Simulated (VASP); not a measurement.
# Al2O3 (Corundum) (R-3c) in VASP: notebook, part 2 of 2

VASP 6.6.1. The steps go on from the part before.

## Step 5: Single point, LDA

The input, INCAR:

```
SYSTEM = Al2O3
PREC = Accurate
ENCUT = 520
EDIFF = 1E-7
ISMEAR = 0
SIGMA = 0.05
LREAL = Auto
LASPH = .TRUE.
NELM = 100
ALGO = Normal
ISIF = 2
LWAVE = .FALSE.
LCHARG = .FALSE.
NBANDS = 35
ADDGRID = .FALSE.
```

The input, KPOINTS:

```
regular mesh
0
G
  6 6 6
  0 0 0
```

The input, POSCAR:

```
Al2O3
1.0
    2.3802500000      1.3742379782      4.3318666667
   -2.3802500000      1.3742379782      4.3318666667
    0.0000000000     -2.7484759565      4.3318666667
Al O
4 6
Direct
    0.8521600000      0.8521600000      0.8521600000
    0.6478400000      0.6478400000      0.6478400000
    0.1478400000      0.1478400000      0.1478400000
    0.3521600000      0.3521600000      0.3521600000
    0.0566800000      0.7500000000      0.4433200000
    0.7500000000      0.4433200000      0.0566800000
    0.4433200000      0.0566800000      0.7500000000
    0.9433200000      0.2500000000      0.5566800000
    0.2500000000      0.5566800000      0.9433200000
    0.5566800000      0.9433200000      0.2500000000
```

Potentials or basis: VASP PAW LDA potentials, release 64 (Al, O).

Launch:

```sh
> cat potpaw_LDA.64/Al/POTCAR potpaw_LDA.64/O/POTCAR > POTCAR
> mpirun -np 1 vasp_std > vasp.out
```

OUTCAR:

```text
SYSTEM = Al2O3
   PREC = Accurate
   ENCUT = 520
   EDIFF = 1E-7
   ISMEAR = 0
   LREAL = Auto
   LASPH = .TRUE.
   NELM = 100
   ISIF = 2

 Found     32 irreducible k-points:

 Following reciprocal coordinates:
            Coordinates               Weight
  0.000000  0.000000  0.000000      1.000000
  0.166667  0.000000  0.000000      6.000000
  0.333333 -0.000000 -0.000000      6.000000
  0.500000 -0.000000 -0.000000      3.000000
  0.166667  0.166667  0.000000      6.000000
  0.333333  0.166667 -0.000000     12.000000
   k-points           NKPTS =     32   k-points in BZ     NKDIM =     32   number of bands    NBANDS=     35
   number of dos      NEDOS =    301   number of ions     NIONS =     10
   total plane-waves  NPLWV =  64000
   dimension x,y,z NGX =    40 NGY =   40 NGZ =   40
   dimension x,y,z NGXF=    80 NGYF=   80 NGZF=   80
   ions per type =               4   6
   NGX,Y,Z   is equivalent  to a cutoff of  12.96, 12.96, 12.96 a.u.
   NGXF,Y,Z  is equivalent  to a cutoff of  25.92, 25.92, 25.92 a.u.
 SYSTEM =  Al2O3
   PREC   = accura    normal or accurate (medium, high low for compatibility)
   ISTART =      0    job   : 0-new  1-cont  2-samecut
   ICHARG =      2    charge: 1-file 2-atom 10-const
   ISPIN  =      1    spin polarized calculation?
   LNONCOLLINEAR =      F non collinear calculations
   LSORBIT =      F    spin-orbit coupling
   LASPH  =      T    aspherical Exc in radial PAW
   ENCUT  =  520.0 eV  38.22 Ry    6.18 a.u.   9.54  9.54  9.54*2*pi/ulx,y,z
   NELM   =    100;   NELMIN=  2; NELMDL= -5     # of ELM steps
   EDIFF  = 0.1E-06   stopping-criterion for ELM
   LREAL  =      T    real-space projection
   EDIFFG = 0.1E-05   stopping-criterion for IOM
   NSW    =      0    number of steps for IOM
   IBRION =     -1    ionic relax: 0-MD 1-quasi-New 2-CG
   NFREE  =      0    steps in history (QN), initial steepest desc. (CG)
   ISIF   =      2    stress and relaxation
   ISYM   =      2    0-nonsym 1-usesym 2-fastsym
   POTIM  = 0.5000    time-step for ionic-motion
   TEBEG  =    0.0;   TEEND  =   0.0 temperature during run
   PSTRESS=    0.0 pullay stress
   NELECT =      48.0000    total number of electrons
   NUPDOWN=      -1.0000    fix difference up-down
   EMIN   =  10.00;   EMAX   =-10.00  energy-range for DOS
   EFERMI =   0.00;   METHOD = LEGACY
   ISMEAR =     0;   SIGMA  =   0.05  broadening in eV -4-tet -1-fermi 0-gaus
   EFERMI_NEDOS =   21; number of points for ismear=-14 and -15
   IALGO  =     38    algorithm
   IMIX   =      4    mixing-type and parameters
     AMIX     =   0.40;   BMIX     =  1.00
     AMIX_MAG =   1.60;   BMIX_MAG =  1.00
  volume/ion in A,a.u.               =       8.50        57.37
  Fermi-wavevector in a.u.,A,eV,Ry     =   1.353064  2.556920 24.909299  1.830782
  Thomas-Fermi vector in A             =   2.480350
   LORBIT       =      0    0 simple, 1 ext, 2 COOP (PROOUT), +10 PAW based schemes
   GGA     = CA    functional components
   LHFCALC =     F    Hartree Fock is set to
   AEXX    =    0.0000 exact exchange contribution
   IVDW    =     0    specifies the selected vdW correction
   LEPSILON=     F    determine dielectric tensor
   LRPA    =     F    only Hartree local field effects (RPA)
 non-spin polarized calculation
 Gauss-broadening in eV      SIGMA  =   0.05
  energy-cutoff  :      520.00
  volume of cell :       85.02
 maximum number of plane-waves:      2308
 NGX is ok and might be reduce to    40
   NGX = 19   NGY = 19   NGZ = 19

 number of electron      48.0000013 magnetization

 Free energy of the ion-electron system (eV)
  ---------------------------------------------------
  ext. energy  EPLUGINS =         0.00000000
  ---------------------------------------------------
  free energy    TOTEN  =       -83.08883830 eV

  energy without entropy =      -83.08883830  energy(sigma->0) =      -83.08883830

 E-fermi :   6.0952     XC(G=0): -12.1650

 val. band max:        5.8298874755   @ k =   0.0000   0.0000   0.0000
 cond. band min:      11.9959058656   @ k =   0.0000   0.0000   0.0000
 fundamental gap:      6.1660183901
 Fermi energy:         6.0951699675

 k-point     1 :       0.0000    0.0000    0.0000
  band No.  band energies     occupation
      1     -13.1922      2.00000
      2     -10.7624      2.00000
      3     -10.4682      2.00000
      4     -10.4682      2.00000
      5     -10.1421      2.00000
      6     -10.1421      2.00000
[... 27 lines left out ...]
     34      19.1713      0.00000
     35      20.2082      0.00000
[... 159 lines left out ...]
      5     -10.4837      2.00000
      6     -10.1179      2.00000
[... 27 lines left out ...]
     34      18.9390      0.00000
     35      19.3312      0.00000

 [... further k-points ...]
[... 5 lines left out ...]
  --------------------------------------------------------------------------------------
  -------------------------------------------------------------------------------------
  Total       -2.3220410     -2.3220410     -2.5435527      0.0000000      0.0000000      0.0000000
  in kB      -43.7592241    -43.7592241    -47.9336460      0.0000000      0.0000000      0.0000000
  external PRESSURE =     -45.1506981 kB  Pullay stress =       0.0000000 kB

 VOLUME and BASIS-vectors are now :
 -----------------------------------------------------------------------------
  energy-cutoff  :      520.00
  volume of cell :       85.02
      direct lattice vectors                 reciprocal lattice vectors
     2.380250000  1.374237978  4.331866667     0.210061968  0.121279334  0.076949121
    -2.380250000  1.374237978  4.331866667    -0.210061968  0.121279334  0.076949121
     0.000000000 -2.748475957  4.331866667     0.000000000 -0.242558668  0.076949121

 POSITION                                       TOTAL-FORCE (eV/Angst)
 -----------------------------------------------------------------------------------
      0.00000     -0.00000     11.07433         0.000000      0.000000     -0.058448
      0.00000     -0.00000      8.41907         0.000000     -0.000000      0.058448
      0.00000     -0.00000      1.92127         0.000000     -0.000000      0.058448
      0.00000     -0.00000      4.57653         0.000000      0.000000     -0.058448
     -1.65027     -0.10988      5.41483        -0.060595     -0.104953      0.000000
      0.72998      1.48412      5.41483        -0.060595      0.104953      0.000000
      0.92030     -1.37424      5.41483         0.121189      0.000000      0.000000
      1.65027      0.10988      7.58077         0.060595      0.104953      0.000000
     -0.72998     -1.48412      7.58077         0.060595     -0.104953      0.000000
     -0.92030      1.37424      7.58077        -0.121189      0.000000      0.000000
 -----------------------------------------------------------------------------------
    total drift:                               -0.000000      0.000000     -0.000000

  FREE ENERGIE OF THE ION-ELECTRON SYSTEM (eV)
  ---------------------------------------------------
  free  energy   TOTEN  =       -83.0888382997 eV

  energy  without entropy=      -83.0888382997  energy(sigma->0) =      -83.08883830
```

OSZICAR:

```text
N       E                     dE             d eps       ncg     rms          rms(c)
DAV:   1     0.214677938553E+03    0.21468E+03   -0.25409E+04  2240   0.131E+03
DAV:   2    -0.791567012129E+02   -0.29383E+03   -0.28379E+03  2869   0.285E+02
DAV:   3    -0.913831417429E+02   -0.12226E+02   -0.12184E+02  2917   0.588E+01
DAV:   4    -0.914725876489E+02   -0.89446E-01   -0.89382E-01  2776   0.582E+00
DAV:   5    -0.914734338931E+02   -0.84624E-03   -0.84607E-03  2799   0.562E-01    0.175E+01
DAV:   6    -0.832747400897E+02    0.81987E+01   -0.28606E+01  2733   0.283E+01    0.626E+00
DAV:   7    -0.831762964489E+02    0.98444E-01   -0.88053E-01  2704   0.458E+00    0.320E+00
DAV:   8    -0.830959449416E+02    0.80352E-01   -0.81120E-02  2813   0.208E+00    0.737E-01
DAV:   9    -0.830887868136E+02    0.71581E-02   -0.13540E-02  2912   0.603E-01    0.268E-01
DAV:  10    -0.830888599215E+02   -0.73108E-04   -0.51037E-04  2648   0.135E-01    0.639E-02
DAV:  11    -0.830888383944E+02    0.21527E-04   -0.13423E-04  2744   0.672E-02    0.246E-02
DAV:  12    -0.830888386494E+02   -0.25506E-06   -0.38403E-06  2808   0.129E-02    0.634E-03
DAV:  13    -0.830888383025E+02    0.34689E-06   -0.12191E-06  2760   0.633E-03    0.144E-03
DAV:  14    -0.830888382997E+02    0.28672E-08   -0.51925E-08  1520   0.139E-03
   1 F= -.83088838E+02 E0= -.83088838E+02  d E =-.777494E-16
```

stdout:

```text
POSCAR found type information on POSCAR AlO
 POSCAR found :  2 types and      10 ions
 scaLAPACK will be used
 LDA part: xc-table for (Slater(with rela. corr.)+CA(PZ))
 , standard interpolation
 POSCAR, INCAR and KPOINTS ok, starting setup
 FFT: planning ... GRIDC
 FFT: planning ... GRID_SOFT
 FFT: planning ... GRID
 WAVECAR not read
 entering main loop
```

It took 6.4 min on 1 thread of AMD EPYC 7R43 (Zen 3), shared host; peak memory 0.17 GiB.

The run converged, but some of its settings lie outside the range that counts as converged, so its numbers aren't taken as properties of the crystal.

Results:

```
Free energy            : -83.0888 eV
Pressure               : -4.5 GPa
Largest force          : 0.121 eV/Å
Band gap on the k mesh : 6.17 eV, direct
```

## Step 6: Single point, LDA

Changes to INCAR since step 5:

```diff
@@ -2,3 +2,3 @@
 PREC = Accurate
-ENCUT = 520
+ENCUT = 460
 EDIFF = 1E-7
@@ -6,3 +6,3 @@
 SIGMA = 0.05
-LREAL = Auto
+LREAL = .FALSE.
 LASPH = .TRUE.
```

The input, KPOINTS:

```
regular mesh
0
G
  7 7 7
  0 0 0
```

POSCAR is that of step 5.

Potentials or basis: VASP PAW LDA potentials, release 64 (Al, O).

Launch:

```sh
> cat potpaw_LDA.64/Al/POTCAR potpaw_LDA.64/O/POTCAR > POTCAR
> mpirun -np 1 vasp_std > vasp.out
```

It took 4.4 min on 1 thread of AMD EPYC 7R43 (Zen 3), shared host; peak memory 0.17 GiB.

These settings aren't checked as converged: the numbers below hold their error.

What came out:

- Free energy: -83.1108 eV
- Pressure: -5.3 GPa
- Largest force: 0.122 eV/Å
- Band gap on the k mesh: 6.17 eV, direct

Caveat: the cutoff is under 1.25 times the usual one of these potentials, so pressure, stress and relaxed cells hold a basis-set (Pulay) error; an odd mesh through Γ misses points on the zone boundary, where band edges often lie.
